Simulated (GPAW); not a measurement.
Runs of GPAW 26.7.0 on Te. The structure is trigonal, space group R-3m (No. 166). Conventional cell: a = 4.612 Å, b = 4.612 Å, c = 5.073 Å, α = 90.00°, β = 90.00°, γ = 120.00°. Te (site symmetry -3m) is surrounded by 6 Te at 3.15 Å. This isn't the form of Te at room conditions, which is trigonal, of chains.

```tsv
level	potentials or basis	eigensolver	gap on the mesh (eV)	pressure (GPa)	relaxed volume (Å³/atom)
LDA	the program's PAW data sets (release 1.2.1) made for this functional, pw	-	none	0.0	(b)
PBEsol	PAW data sets generated in the run's folder for this functional, pw	-	none	0.0	30.85
revPBE	the program's PAW data sets (release 1.2.1) made for this functional, pw	-	none	-0.1	33.32
RPBE	the program's PAW data sets (release 1.2.1) made for this functional, pw	-	none	0.0	(a)
BLYP	PAW data sets generated in the run's folder for this functional, pw	davidson	none	0.0	35.64
PBE	GPAW PAW data sets (gpaw-data 1.2.1), pw	-	none	0.0	32.63
```

Alike in all rows: task relaxation of cell and atoms; no spin polarisation; cell relaxed; k mesh 9 × 9 × 9; cutoff (eV) 600; smearing fermi-dirac 0.05 eV.

Question: Estimate the missing entries.

Answer: (a) 33.54; (b) 30.29.

Caveats: later steps reuse the first step's grids.

A k mesh can miss the band edges, and the runs leave out spin-orbit coupling on Te.

A gap of «none» marks a metal or a gap under the smearing width.
